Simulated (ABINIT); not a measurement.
# TiTe2 (P-3m1) in ABINIT: notebook, part 2 of 2

ABINIT 10.8.3 (patched build). The steps go on from the part before.

## 4. Band structure, PBE

File run.abi:

```
ndtset 2

pp_dirpath "./"
pseudos "Te.GGA_PBE-ansatz.xml, Ti.GGA_PBE-ansatz.xml"

acell 3*1.0
rprim
     7.1374955727     0.0000000000     0.0000000000
    -3.5687477864     6.1812524854     0.0000000000
     0.0000000000     0.0000000000    12.2794403578
ntypat 2
znucl 52 22
natom 3
typat 1 1 2
xred
     0.3333333333     0.6666666667     0.7372000000
     0.6666666667     0.3333333333     0.2628000000
     0.0000000000     0.0000000000     0.0000000000

ecut 15.4
pawecutdg 30.8
pawxcdev 0

ixc 11

occopt 3
tsmear 0.05 eV

nstep 100

iomode 3
prtwf 0
prteig 0
prtebands 0
enunit 1
prtden1 1
prtvha1 1
prtvclmb1 1
prtpot1 1

kptopt1 1
ngkpt1 6 6 3
nshiftk1 1
shiftk1 0.0 0.0 0.0
nband1 27
tolvrs1 1.0e-9

iscf2 -2
getden2 1
nband2 33
nbdbuf2 4
tolwfr2 1.0e-11
kptopt2 -7
ndivsm2 5
prteig2 1
prtvol2 -3
kptbounds2
     0.0000000000     0.0000000000     0.0000000000
     0.5000000000     0.0000000000     0.0000000000
     0.3333333333     0.3333333333     0.0000000000
     0.0000000000     0.0000000000     0.0000000000
     0.0000000000     0.0000000000     0.5000000000
     0.5000000000     0.0000000000     0.5000000000
     0.3333333333     0.3333333333     0.5000000000
     0.0000000000     0.0000000000     0.5000000000
```

Potentials or basis: Ansatz PAW PBE default generated set, frozen core.

Run with:

```sh
$ abinit run.abi > log 2>&1
```

run.abo:

```text
[... set-up lines left out ...]
 ETOT  1  -251.18328497812    -2.512E+02 6.668E+00 1.565E+00
 ETOT  2  -252.29526178699    -1.112E+00 1.594E-01 6.104E+00
 ETOT  3  -252.27539646275     1.987E-02 1.049E-01 9.106E-01
 ETOT  4  -252.27362221405     1.774E-03 3.004E-03 5.830E-01
 ETOT  5  -252.27203779150     1.584E-03 2.340E-03 1.033E-01
 ETOT  6  -252.27179430752     2.435E-04 3.901E-04 1.553E-02
 ETOT  7  -252.27175930237     3.501E-05 1.917E-04 4.982E-04
 ETOT  8  -252.27176272214    -3.420E-06 4.349E-05 1.308E-04
 ETOT  9  -252.27176328966    -5.675E-07 1.894E-05 8.103E-06
 ETOT 10  -252.27176352119    -2.315E-07 4.981E-06 5.417E-07
 ETOT 11  -252.27176352250    -1.308E-09 1.901E-06 4.791E-07
 ETOT 12  -252.27176352352    -1.023E-09 6.533E-07 1.885E-08
 ETOT 13  -252.27176352388    -3.594E-10 1.844E-07 2.737E-09
 ETOT 14  -252.27176352389    -3.070E-12 8.991E-08 2.345E-10

 At SCF step   14       nres2   =  2.35E-10 < tolvrs=  1.00E-09 =>converged.

 Cartesian components of stress tensor (hartree/bohr^3)
  sigma(1 1)= -2.59306309E-05  sigma(3 2)=  0.00000000E+00
  sigma(2 2)= -2.59306312E-05  sigma(3 1)=  0.00000000E+00
  sigma(3 3)= -2.52895468E-05  sigma(2 1)=  2.01289282E-13

--- !ResultsGS
iteration_state: {dtset: 1, }
comment   : Summary of ground state results
lattice_vectors:
- [  7.1374956,   0.0000000,   0.0000000, ]
- [ -3.5687478,   6.1812525,   0.0000000, ]
- [  0.0000000,   0.0000000,  12.2794404, ]
lattice_lengths: [   7.13750,    7.13750,   12.27944, ]
lattice_angles: [ 90.000,  90.000, 120.000, ] # degrees, (23, 13, 12)
lattice_volume:   5.4175248E+02
convergence: {deltae: -3.070E-12, res2:  2.345E-10, residm:  8.991E-08, diffor: null, }
etotal    :  -2.52271764E+02
entropy   :   0.00000000E+00
fermie    :   7.08967789E-02
cartesian_stress_tensor: # hartree/bohr^3
- [ -2.59306309E-05,   2.01289282E-13,   0.00000000E+00, ]
[... 898 lines left out ...]

================================================================================

 ----iterations are completed or convergence reached----

 Mean square residual over all n,k,spin=   46.274E-13; max=  99.939E-13
 reduced coordinates (array xred) for    3 atoms
       0.333333333333      0.666666666667      0.737200000000
       0.666666666667      0.333333333333      0.262800000000
       0.000000000000      0.000000000000      0.000000000000

 cartesian coordinates (angstrom) at end:
    1     -0.00000000001764     2.18065196526143     4.79032559674306
    2      1.88849999870695     1.09032598263071     1.70767439883896
    3      0.00000000000000     0.00000000000000     0.00000000000000
 length scales=  1.000000000000  1.000000000000  1.000000000000 bohr
              =  0.529177210544  0.529177210544  0.529177210544 angstroms
 Eigenvalues (   eV  ) for nkpt=  60  k points:
 kpt#   1, nband= 33, wtk=  1.00000, kpt=  0.0000  0.0000  0.0000 (reduced coord)
 -55.50911  -34.59474  -34.59474  -34.59098  -34.59098  -34.57590  -34.57590  -34.57438
 -34.57438  -34.57183  -34.56982  -31.75676  -31.75676  -31.74125  -10.48475   -8.98071
  -3.30477    0.25988    0.25988    2.28931    2.34412    2.34412    2.48411    2.99185
   2.99185    4.98966    4.98966    7.05364    7.86276    9.74916    9.74916   10.98580
  12.10134
 kpt#   2, nband= 33, wtk=  1.00000, kpt=  0.0500  0.0000  0.0000 (reduced coord)
 -55.50905  -34.59474  -34.59468  -34.59108  -34.59076  -34.57603  -34.57593  -34.57435
 -34.57425  -34.57170  -34.56971  -31.75794  -31.75698  -31.74078  -10.45693   -8.96633
  -3.27067    0.18589    0.26391    2.14303    2.23856    2.29717    2.47141    2.96683
   3.05670    4.87947    4.97827    7.28896    8.02187    9.62405    9.85292   11.03777
  11.79460
 kpt#   3, nband= 33, wtk=  1.00000, kpt=  0.1000  0.0000  0.0000 (reduced coord)
 -55.50886  -34.59478  -34.59453  -34.59131  -34.59014  -34.57633  -34.57593  -34.57431
 -34.57391  -34.57132  -34.56939  -31.76134  -31.75763  -31.73943  -10.37430   -8.92422
  -3.16915   -0.01698    0.27457    1.63196    2.01118    2.27239    2.38355    2.95243
   3.16140    4.70939    4.95960    7.76715    8.41021    9.40463   10.13735   10.94580
[... 329 lines left out ...]
   3.47837    4.73351    5.12885    8.18959    8.96263    9.62405    9.68184   10.23200
  10.90968
 kpt#  59, nband= 33, wtk=  1.00000, kpt=  0.0303  0.0303  0.5000 (reduced coord)
 -55.50904  -34.59721  -34.59719  -34.58879  -34.58840  -34.57570  -34.57551  -34.57454
 -34.57443  -34.57069  -34.57061  -31.75806  -31.75702  -31.74076   -9.93859   -9.72918
  -1.35077   -0.79171    0.33530    0.36710    2.05456    2.13405    2.55921    2.83323
   3.21349    5.19058    5.34749    7.72860    8.96740    9.54485    9.74620   10.31920
  11.18209
 kpt#  60, nband= 33, wtk=  1.00000, kpt=  0.0000  0.0000  0.5000 (reduced coord)
 -55.50911  -34.59740  -34.59740  -34.58854  -34.58854  -34.57553  -34.57553  -34.57448
 -34.57448  -34.57088  -34.57074  -31.75678  -31.75678  -31.74127   -9.96784   -9.75130
  -1.37637   -0.72651    0.33275    0.33275    2.33345    2.33345    2.67355    2.67355
   2.95746    5.42171    5.42171    7.50008    8.87538    9.62150    9.62150   10.92440
  11.19085

== END DATASET(S) ==============================================================
================================================================================

 -outvars: echo values of variables after computation  --------
            acell      1.0000000000E+00  1.0000000000E+00  1.0000000000E+00 Bohr
           etotal1    -2.5227176352E+02
            fcart1     3.7725350520E-29 -6.5342223833E-29  1.0334923957E-03
                       0.0000000000E+00  4.3561482556E-29 -1.0334923957E-03
                      -3.7725350520E-29  2.1780741278E-29 -0.0000000000E+00
            rprim      7.1374955727E+00  0.0000000000E+00  0.0000000000E+00
                      -3.5687477864E+00  6.1812524854E+00  0.0000000000E+00
                       0.0000000000E+00  0.0000000000E+00  1.2279440358E+01
           strten1    -2.5930630862E-05 -2.5930631207E-05 -2.5289546846E-05
                       0.0000000000E+00  0.0000000000E+00  2.0128928169E-13
           xangst     -1.7639703369E-11  2.1806519653E+00  4.7903255967E+00
                       1.8884999987E+00  1.0903259826E+00  1.7076743988E+00
                       0.0000000000E+00  0.0000000000E+00  0.0000000000E+00
             xred      3.3333333333E-01  6.6666666667E-01  7.3720000000E-01
                       6.6666666667E-01  3.3333333333E-01  2.6280000000E-01
                       0.0000000000E+00  0.0000000000E+00  0.0000000000E+00
 Calculation completed.
```

Wall time 2.1 min (1 thread of Arm Neoverse V2, shared host); peak memory 0.3 GiB.

What came out:

```
Free energy            : -6864.6644 eV
Pressure               : 0.8 GPa
Largest force          : 0.053 eV/Å
Band gap on the k mesh : none (metal or under the smearing width)
```

Forces in eV/Å, atoms in the order of the input:
```
Te   0.000  0.000  0.053
Te   0.000  0.000 -0.053
Ti   0.000  0.000  0.000
```

Levels at the corners of the path, in eV from the Fermi level:
| point | band 19 | band 20 | band 21 | band 22 | band 23 | band 24 | band 25 | band 26 |
| --- | --- | --- | --- | --- | --- | --- | --- | --- |
| Γ | -1.67 | 0.36 | 0.41 | 0.41 | 0.55 | 1.06 | 1.06 | 3.06 |
| M | -2.73 | -2.40 | -1.75 | -1.14 | 0.03 | 1.17 | 1.50 | 2.42 |
| K | -3.66 | -2.37 | -2.35 | -2.35 | 0.99 | 1.44 | 1.44 | 2.08 |
| Γ | -1.67 | 0.36 | 0.41 | 0.41 | 0.55 | 1.06 | 1.06 | 3.06 |
| A | -1.60 | -1.60 | 0.40 | 0.40 | 0.74 | 0.74 | 1.03 | 3.49 |
| L | -2.41 | -2.02 | -0.99 | -0.61 | -0.26 | 1.17 | 1.48 | 2.61 |
| H | -3.69 | -3.23 | -1.71 | -1.71 | 1.00 | 1.01 | 1.01 | 3.00 |
| A | -1.60 | -1.60 | 0.40 | 0.40 | 0.74 | 0.74 | 1.03 | 3.49 |

Caveat: spin-orbit coupling is left out, which moves the levels of the heavy elements; this functional lacks dispersion, which binds the layers, so the pressure and a relaxed spacing across them are unreliable; the atomic spheres overlap.

## 5. The reference run

An earlier run on the cell as given: functional PBEsol; potentials or basis PseudoDojo NC SR PBEsol v0.4.1 standard; cutoff 1143 eV; k mesh 8 × 8 × 4; occupations fermi-dirac, width 0.05 eV; no spin polarisation.

- Pressure: -2.2 GPa
- Largest force: 0.119 eV/Å
- Band gap on the k mesh: none (metal or under the smearing width)
- Valence electrons inside the program's atomic spheres: Te 11.97; Ti 9.48

## 6. The runs side by side

```tsv
task	level	potentials or basis	k mesh	cutoff (eV)	fine-grid cutoff	gap on the mesh (eV)	pressure (GPa)	largest force (eV/Å)
band structure	PBE	SPMS NC PBE v1.0	6 × 6 × 3	816	-	none	0.8	0.04
band structure	PBE	JTH PAW PBE v2.0	6 × 6 × 3	408	816.342 eV	none	1.0	0.03
band structure	PBE	Ansatz PAW PBE default generated set, frozen core	6 × 6 × 3	419	838.111 eV	none	0.8	0.05
single point	PBEsol	PseudoDojo NC SR PBEsol v0.4.1 standard	8 × 8 × 4	1143	-	none	-2.2	0.12
```

Alike in all rows: no spin polarisation; cell as given; smearing fermi-dirac 0.05 eV.

Caveats: this functional lacks dispersion, which binds the layers, so the pressure and a relaxed spacing across them are unreliable; spin-orbit coupling is left out, which moves the levels of the heavy elements (some runs); the atomic spheres overlap (some runs).

Total energies depend on the potentials used, so only differences within one code and one set of settings carry meaning.
